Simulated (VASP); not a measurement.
# Bi (Im-3m) in VASP: notebook

The runs below take Bi through relaxation of cell and atoms, relaxation of the atoms, with r2SCAN.

All numbers are computed with VASP 6.6.1; they aren't measurements. Logs are shortened: lines on timing, memory, paths and dates and some standing lists are left out, and cuts for length are marked.

### 1 Starting point

The structure is cubic, space group Im-3m (No. 229). Conventional cell: a = 3.962 Å, b = 3.962 Å, c = 3.962 Å, α = 90.00°, β = 90.00°, γ = 90.00°. Bi (site symmetry m-3m) has 8 Bi at 3.43 Å as nearest neighbours.

This isn't the form of Bi at room conditions, which is rhombohedral.

### 2 Relaxation of cell and atoms, r2SCAN

Input file INCAR:

```
ALGO = Normal
EDIFF = 1E-7
EDIFFG = -0.005
ENCUT = 600
IBRION = 2
ISIF = 3
ISMEAR = 1
LASPH = T
LCHARG = F
LMIXTAU = T
LREAL = F
LWAVE = F
METAGGA = R2SCAN
NELM = 80
NSW = 90
PREC = Accurate
SIGMA = 0.1
```

Input file KPOINTS:

```
k-points
0
Gamma
  14 14 14
```

Input file POSCAR:

```
Bi                                      
1.0
   -1.9807539556      1.9807539556      1.9807539556
    1.9807539556     -1.9807539556      1.9807539556
    1.9807539556      1.9807539556     -1.9807539556
  Bi            
     1
Direct
     0.0000000000000000    0.0000000000000000    0.0000000000000000
```

Potentials or basis: VASP PAW PBE potentials, release 64 (Bi_d).

The run is started by

```sh
cat potpaw_PBE.64/Bi_d/POTCAR > POTCAR
mpirun -np 1 vasp_std > vasp.out
```

OUTCAR:

```text
EDIFF = 1E-7
   EDIFFG = -0.005
   ENCUT = 600
   IBRION = 2
   ISIF = 3
   ISMEAR = 1
   LASPH = T
   LREAL = F
   METAGGA = R2SCAN
   NELM = 80
   NSW = 90
   PREC = Accurate

 ion  position               nearest neighbor table
   1  0.000  0.000  0.000-

  LATTYP: Found a body centered cubic cell.
 ALAT       =     3.9615079112

  Lattice vectors:

 A1 = (  -1.9807539556,   1.9807539556,   1.9807539556)
 A2 = (   1.9807539556,  -1.9807539556,   1.9807539556)
 A3 = (   1.9807539556,   1.9807539556,  -1.9807539556)

Analysis of symmetry for initial positions (statically):
=====================================================================
 Subroutine PRICEL returns:
 Original cell was already a primitive cell.

 Routine SETGRP: Setting up the symmetry group for a
 body centered cubic supercell.

 Subroutine GETGRP returns: Found 48 space group operations
 (whereof 48 operations were pure point group operations)
 out of a pool of 48 trial point group operations.

The static configuration has the point symmetry O_h .

Analysis of symmetry for dynamics (positions and initial velocities):
=====================================================================
 Subroutine PRICEL returns:
 Original cell was already a primitive cell.

 Routine SETGRP: Setting up the symmetry group for a
 body centered cubic supercell.

 Subroutine GETGRP returns: Found 48 space group operations
 (whereof 48 operations were pure point group operations)
 out of a pool of 48 trial point group operations.

The dynamic configuration has the point symmetry O_h .

 Subroutine INISYM returns: Found 48 space group operations
 (whereof 48 operations are pure point group operations),
 and found     1 'primitive' translations

----------------------------------------------------------------------------------------

                                     Primitive cell

  volume of cell :      31.0851

  direct lattice vectors                    reciprocal lattice vectors
    -1.980753956  1.980753956  1.980753956     0.000000000  0.252429131  0.252429131
     1.980753956 -1.980753956  1.980753956     0.252429131  0.000000000  0.252429131
     1.980753956  1.980753956 -1.980753956     0.252429131  0.252429131  0.000000000

  length of vectors
     3.430766488  3.430766488  3.430766488     0.356988701  0.356988701  0.356988701

  position of ions in fractional coordinates (direct lattice)
     0.000000000  0.000000000  0.000000000

  ion indices of the primitive-cell ions
   primitive index   ion index
                 1           1

----------------------------------------------------------------------------------------

 KPOINTS: k-points

Automatic generation of k-mesh.
 Grid dimensions read from file:
 generate k-points for:   14   14   14

 Generating k-lattice:

  Cartesian coordinates                     Fractional coordinates (reciprocal lattice)
     0.000000000  0.018030652  0.018030652     0.071428571  0.000000000  0.000000000
     0.018030652  0.000000000  0.018030652     0.000000000  0.071428571  0.000000000
     0.018030652  0.018030652  0.000000000     0.000000000  0.000000000  0.071428571

  Length of vectors
     0.025499193  0.025499193  0.025499193

  Shift w.r.t. Gamma in fractional coordinates (k-lattice)
     0.000000000  0.000000000  0.000000000

 Subroutine IBZKPT returns following result:
 ===========================================

 Found    104 irreducible k-points:

 Following reciprocal coordinates:
            Coordinates               Weight
  0.000000  0.000000  0.000000      1.000000
  0.071429  0.000000  0.000000     12.000000
  0.142857  0.000000  0.000000     12.000000
  0.214286  0.000000  0.000000     12.000000
  0.285714  0.000000  0.000000     12.000000
  0.357143  0.000000  0.000000     12.000000
[... 16 lines left out ...]
  0.285714  0.285714  0.000000     24.000000
  0.357143  0.285714  0.000000     24.000000
 [... further k-points ...]
   k-points           NKPTS =    104   k-points in BZ     NKDIM =    104   number of bands    NBANDS=     11
   number of dos      NEDOS =    301   number of ions     NIONS =      1
   total plane-waves  NPLWV =  21952
   dimension x,y,z NGX =    28 NGY =   28 NGZ =   28
   dimension x,y,z NGXF=    56 NGYF=   56 NGZF=   56
   ions per type =               1
   NGX,Y,Z   is equivalent  to a cutoff of  13.57, 13.57, 13.57 a.u.
   NGXF,Y,Z  is equivalent  to a cutoff of  27.14, 27.14, 27.14 a.u.
 SYSTEM =  unknown system
   PREC   = accura    normal or accurate (medium, high low for compatibility)
   ISTART =      0    job   : 0-new  1-cont  2-samecut
   ICHARG =      2    charge: 1-file 2-atom 10-const
   ISPIN  =      1    spin polarized calculation?
   LNONCOLLINEAR =      F non collinear calculations
   LSORBIT =      F    spin-orbit coupling
   LASPH  =      T    aspherical Exc in radial PAW
   ENCUT  =  600.0 eV  44.10 Ry    6.64 a.u.   6.85  6.85  6.85*2*pi/ulx,y,z
   NELM   =     80;   NELMIN=  2; NELMDL= -5     # of ELM steps
   EDIFF  = 0.1E-06   stopping-criterion for ELM
   LREAL  =      F    real-space projection
   EDIFFG = -.5E-02   stopping-criterion for IOM
   NSW    =     90    number of steps for IOM
   IBRION =      2    ionic relax: 0-MD 1-quasi-New 2-CG
   NFREE  =      1    steps in history (QN), initial steepest desc. (CG)
   ISIF   =      3    stress and relaxation
   ISYM   =      2    0-nonsym 1-usesym 2-fastsym
   POTIM  = 0.5000    time-step for ionic-motion
   TEBEG  =    0.0;   TEEND  =   0.0 temperature during run
   PSTRESS=    0.0 pullay stress
   NELECT =      15.0000    total number of electrons
   NUPDOWN=      -1.0000    fix difference up-down
   EMIN   =  10.00;   EMAX   =-10.00  energy-range for DOS
   EFERMI =   0.00;   METHOD = LEGACY
   ISMEAR =     1;   SIGMA  =   0.10  broadening in eV -4-tet -1-fermi 0-gaus
   EFERMI_NEDOS =   21; number of points for ismear=-14 and -15
   IALGO  =     38    algorithm
   IMIX   =      4    mixing-type and parameters
     AMIX     =   0.40;   BMIX     =  1.00
     AMIX_MAG =   1.60;   BMIX_MAG =  1.00
  volume/ion in A,a.u.               =      31.09       209.77
  Fermi-wavevector in a.u.,A,eV,Ry     =   1.284068  2.426537 22.433706  1.648831
  Thomas-Fermi vector in A             =   2.416284
   LORBIT       =      0    0 simple, 1 ext, 2 COOP (PROOUT), +10 PAW based schemes
   METAGGA = R2SCAN    functional components
   LHFCALC =     F    Hartree Fock is set to
   AEXX    =    0.0000 exact exchange contribution
   IVDW    =     0    specifies the selected vdW correction
   LEPSILON=     F    determine dielectric tensor
   LRPA    =     F    only Hartree local field effects (RPA)
 conjugate gradient relaxation of ions
 non-spin polarized calculation
 Methfessel and Paxton  Order N= 1 SIGMA  =   0.10
  energy-cutoff  :      600.00
  volume of cell :       31.09
 maximum number of plane-waves:      1055
   NGX = 13   NGY = 13   NGZ = 13

 number of electron      14.9999994 magnetization

 Free energy of the ion-electron system (eV)
  ---------------------------------------------------
  ext. energy  EPLUGINS =         0.00000000
  ---------------------------------------------------
  free energy    TOTEN  =       -58.26236407 eV

  energy without entropy =      -58.26188401  energy(sigma->0) =      -58.26220405

 E-fermi :   7.7633     XC(G=0): -11.0723

 val. band max:        7.7546158264   @ k =   0.2143   0.2143   0.0000
 cond. band min:       7.7780834460   @ k =  -0.4286   0.4286   0.2857
 fundamental gap:      0.0234676196
 Fermi energy:         7.7633401143

 k-point     1 :       0.0000    0.0000    0.0000
  band No.  band energies     occupation
      1     -15.9049      2.00000
      2     -15.9049      2.00000
      3     -15.9049      2.00000
      4     -15.7613      2.00000
      5     -15.7613      2.00000
      6      -6.2871      2.00000
      7      13.1973      0.00000
      8      13.1973      0.00000
      9      13.1973      0.00000
     10      17.9784      0.00000
     11      19.1285      0.00000

 k-point     2 :       0.0714    0.0000    0.0000
  band No.  band energies     occupation
      1     -15.9070      2.00000
      2     -15.9010      2.00000
      3     -15.8935      2.00000
      4     -15.7638      2.00000
      5     -15.7618      2.00000
      6      -6.1885      2.00000
      7      12.2061      0.00000
      8      12.8857      0.00000
      9      13.1158      0.00000
     10      18.0156      0.00000
     11      18.4765      0.00000

 k-point     3 :       0.1429    0.0000    0.0000
  band No.  band energies     occupation
      1     -15.9131      2.00000
      2     -15.8912      2.00000
      3     -15.8614      2.00000
      4     -15.7705      2.00000
      5     -15.7632      2.00000
      6      -5.8949      2.00000
      7      10.2443      0.00000
      8      12.1513      0.00000
      9      12.8812      0.00000
     10      16.8662      0.00000
     11      17.6756      0.00000

 k-point     4 :       0.2143    0.0000    0.0000
  band No.  band energies     occupation
      1     -15.9219      2.00000
      2     -15.8796      2.00000
      3     -15.8147      2.00000
      4     -15.7778      2.00000
      5     -15.7652      2.00000
      6      -5.4155      2.00000
      7       8.1286     -0.00000
      8      11.3027      0.00000
      9      12.5385      0.00000
     10      15.9413      0.00000
     11      17.0106      0.00000
[... 239 lines left out ...]
 k-point    22 :       0.3571    0.2143    0.0000
  band No.  band energies     occupation
      1     -15.9186      2.00000
      2     -15.8425      2.00000
      3     -15.7866      2.00000
      4     -15.7687      2.00000
      5     -15.7069      2.00000
      6      -2.7619      2.00000
      7       3.4162      2.00000
      8       6.3508      2.00000
      9      10.4955      0.00000
     10      16.3284      0.00000
     11      19.0466      0.00000

 k-point    23 :       0.2857    0.2857    0.0000
  band No.  band energies     occupation
      1     -15.9139      2.00000
      2     -15.8293      2.00000
      3     -15.7926      2.00000
      4     -15.7665      2.00000
      5     -15.7190      2.00000
      6      -2.7331      2.00000
      7       3.8868      2.00000
      8       5.5871      2.00000
      9      10.4271      0.00000
     10      16.8233      0.00000
     11      18.5140      0.00000

 k-point    24 :       0.3571    0.2857    0.0000
  band No.  band energies     occupation
      1     -15.9128      2.00000
      2     -15.8198      2.00000
      3     -15.7990      2.00000
      4     -15.7554      2.00000
      5     -15.7284      2.00000
      6      -2.5398      2.00000
      7       3.9288      2.00000
      8       5.0456      2.00000
      9      10.3508      0.00000
     10      16.9427      0.00000
     11      19.0480      0.00000

 [... further k-points ...]

------------------------ aborting loop because EDIFF is reached ----------------------------------------

  FORCE on cell =-STRESS in cart. coord.  units (eV):
  Direction    XX          YY          ZZ          XY          YZ          ZX
  --------------------------------------------------------------------------------------
  -------------------------------------------------------------------------------------
  Total       -0.0017598     -0.0017598     -0.0017598      0.0000000      0.0000000      0.0000000
  in kB       -0.0907045     -0.0907045     -0.0907045      0.0000000      0.0000000      0.0000000
  external PRESSURE =      -0.0907045 kB  Pullay stress =       0.0000000 kB

 VOLUME and BASIS-vectors are now :
 -----------------------------------------------------------------------------
  energy-cutoff  :      600.00
  volume of cell :       31.09
      direct lattice vectors                 reciprocal lattice vectors
    -1.980753956  1.980753956  1.980753956     0.000000000  0.252429131  0.252429131
     1.980753956 -1.980753956  1.980753956     0.252429131  0.000000000  0.252429131
     1.980753956  1.980753956 -1.980753956     0.252429131  0.252429131  0.000000000

 POSITION                                       TOTAL-FORCE (eV/Angst)
 -----------------------------------------------------------------------------------
      0.00000      0.00000      0.00000         0.000000     -0.000000      0.000000
 -----------------------------------------------------------------------------------
    total drift:                               -0.000000     -0.000000     -0.000000

  FREE ENERGIE OF THE ION-ELECTRON SYSTEM (eV)
  ---------------------------------------------------
  free  energy   TOTEN  =       -58.2623640699 eV

  energy  without entropy=      -58.2618840051  energy(sigma->0) =      -58.26220405

 reached required accuracy - stopping structural energy minimisation
```

Run time: 76 s. Hardware: 1 thread of Intel Xeon 6975P-C (Granite Rapids), shared host; peak memory 0.19 GiB.

What came out:

| Item | Value |
| --- | --- |
| Free energy | -58.2624 eV |
| Pressure after relaxing | 0.0 GPa |
| Band gap on the k mesh | none (metal or under the smearing width) |

Final structure:
```xyz
1
Lattice="-1.9808 1.9808 1.9808 1.9808 -1.9808 1.9808 1.9808 1.9808 -1.9808" Properties=species:S:1:pos:R:3 pbc="T T T"
Bi    0.0000    0.0000    0.0000
```

Caveat: the relaxation stopped at its first step, so nothing moved; the PAW data sets were made with another functional, which shifts forces and pressure a little; spin-orbit coupling is left out, which moves the levels of the heavy elements.

### 3 Relaxation of the atoms, r2SCAN (a relaxed cell with its volume scaled by 0.94)

Input file INCAR:

```
ALGO = Normal
EDIFF = 1E-7
EDIFFG = -0.01
ENCUT = 600
IBRION = 2
ISIF = 2
ISMEAR = 1
LASPH = T
LCHARG = F
LMIXTAU = T
LREAL = F
LWAVE = F
METAGGA = R2SCAN
NELM = 80
NSW = 40
PREC = Accurate
SIGMA = 0.1
```

KPOINTS is that of step 2.

Input file POSCAR:

```
Bi                                      
1.0
   -1.9403190597      1.9403190597      1.9403190597
    1.9403190597     -1.9403190597      1.9403190597
    1.9403190597      1.9403190597     -1.9403190597
  Bi            
     1
Direct
     0.0000000000000000    0.0000000000000000    0.0000000000000000
```

Potentials or basis: VASP PAW PBE potentials, release 64 (Bi_d).

The run is started by

```sh
cat potpaw_PBE.64/Bi_d/POTCAR > POTCAR
mpirun -np 1 vasp_std > vasp.out
```

Wall time 84 s (1 thread of Intel Xeon 6975P-C (Granite Rapids), shared host); peak memory 0.19 GiB.

It converged, with:

```yaml
Free_energy: -58.2411 eV
Pressure_after_relaxing: 3.8 GPa
Band_gap_on_the_k_mesh: none (metal or under the smearing width)
```

Final structure:
```yaml
crystal:
  lattice:
    - [-1.94032, 1.94032, 1.94032]
    - [1.94032, -1.94032, 1.94032]
    - [1.94032, 1.94032, -1.94032]
  atoms:
    - { symbol: Bi, position: [0.00000, 0.00000, 0.00000] }
```

Levels at points of the mesh, in eV from the Fermi level:
```tsv
k point	band 5	band 6	band 7	band 8	band 9	band 10
(0.00, 0.00, 0.00)	-23.57	-14.53	5.90	5.90	5.90	11.07
(0.50, 0.00, 0.00)	-23.46	-10.90	-5.64	1.76	3.98	6.87
(0.50, 0.50, 0.50)	-23.49	-8.27	-2.06	-2.06	-2.06	4.00
```

Caveat: the relaxation stopped at its first step, so nothing moved; the PAW data sets were made with another functional, which shifts forces and pressure a little; spin-orbit coupling is left out, which moves the levels of the heavy elements.

[end of part 1 of 2]
